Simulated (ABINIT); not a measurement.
The system is HfO2.

```
CELL_PARAMETERS angstrom
0.00000 2.55750 2.55750
2.55750 0.00000 2.55750
2.55750 2.55750 0.00000
ATOMIC_POSITIONS crystal
Hf 0.00000 0.00000 0.00000
O 0.75000 0.75000 0.75000
O 0.25000 0.25000 0.25000
```

Measurements of this composition are mostly on another form, of space group No. 14.

Base run:

| Property | Result |
| --- | --- |
| Program | ABINIT 10.8.3 (patched build) |
| Functional | PBE |
| Potentials or basis | PseudoDojo NC SR PBE v0.4.1 standard |
| Cutoff | 1143 eV |
| k mesh | 9 × 9 × 9 |
| Occupations | fermi-dirac, width 0.05 eV |
| Spin | no spin polarisation |

Its results: band gap on the k mesh 3.87 eV, indirect (least direct gap 3.99 eV); pressure -4.8 GPa.

Task: The run is repeated on the same cell with these changes: functional from PBE to BP86; potentials or basis from PseudoDojo NC SR PBE v0.4.1 standard to JTH PAW PBE v2.0; cutoff from 1143 eV to 626 eV. What comes out?

Result: Band gap on the k mesh 3.82 eV, indirect (least direct gap 3.94 eV); pressure -5.8 GPa.

Caveats: spin-orbit coupling is left out, which moves the levels of the heavy elements; the mesh misses the band edges, which the band path finds closer together; the PAW data sets were made with another functional, which shifts forces and pressure a little (some runs).
